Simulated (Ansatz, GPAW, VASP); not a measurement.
# BN: 4 runs at one level of theory

```
N B
1.0
     0.00000    1.81300    1.81300
     1.81300    0.00000    1.81300
     1.81300    1.81300    0.00000
N B
1 1
Direct
  0.25000 0.25000 0.25000
  0.00000 0.00000 0.00000
```

The cell is a database's computed one, not the measured one.

Alike in all runs: task single point; functional PBE; k mesh 13 × 13 × 13; occupations gaussian, width 0.012 eV; no spin polarisation; no spin-orbit coupling. Pressure is positive in compression and, in plane waves, holds the error of the finite cutoff, which Ansatz's Pulay term estimates and takes out.

```tsv
program and potentials	plane-wave cutoff (eV)	notes	pressure (GPa)
Ansatz, Ansatz PAW	420	Pulay term of +1.05 GPa included	-0.40
Ansatz, all-electron LAPW, scalar-relativistic	-	-	-0.41
VASP, PBE PAW files B, N, 520 eV	520	-	?
GPAW, GPAW PAW data sets (gpaw-data 1.2.1)	800	-	-1.60
```

Estimate from the other rows what the run with VASP, PBE PAW files B, N, 520 eV gave.

Pressure -0.16 GPa. The other rows, which needn't bracket it: pressure -1.60 to -0.40.
